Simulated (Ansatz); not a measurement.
## BaTiO3: how the energy converges with the cutoff

BaTiO3, P1, a = 3.990 Å, b = 4.000 Å, c = 4.039 Å, α, β, γ = 89.1°, 90.4°, 89.9°. Ansatz: r2SCAN, PAW, cutoff varied, Γ-centred 6×6×6 mesh on 5 atoms, Gaussian smearing 0.02 eV; no spin polarisation. Single points at one geometry with displaced atoms, the cutoff alone changed; ΔE is the energy at zero smearing over the run at 600 eV. The runs up to 350 eV lie under the cutoff recommended for these PAW datasets.

| cutoff (eV) | ΔE (meV/atom) |
| --- | --- |
| 200 | ? |
| 250 | 1229.09 |
| 300 | 277.84 |
| 350 | 49.92 |
| 500 | 1.91 |

Q: Assume ΔE falls exponentially with the cutoff, fit y = ln ΔE against x, the cutoff in eV, to the other rows, and predict the missing value.

A: y = 7.114, 5.627, 3.910, 0.647. Means x = 350.0, y = 4.3245; Σ(Δx)² = 35000, ΣΔxΔy = -895.7; the slope is their ratio. y = 13.28 − 0.02559 x, a factor of ten per 90 eV. At 200 eV this gives ΔE = 3505.19 meV/atom. The run gave 4785.81, a ratio of 0.73. Between neighbouring rows the decay runs from a factor of ten per 67 eV to one per 106 eV, so one exponential is only a rough guide. The reference at 600 eV isn't the complete basis: by the fit it lies 0.13 meV/atom above it, and every ΔE is lowered by that much, or by more if the decay slows beyond the rows, as it often does.

Cost: 6 runs of about 3.6 core-minutes in all, on Intel Xeon Platinum 8259CL (Skylake/Cascade Lake) (shared hosts).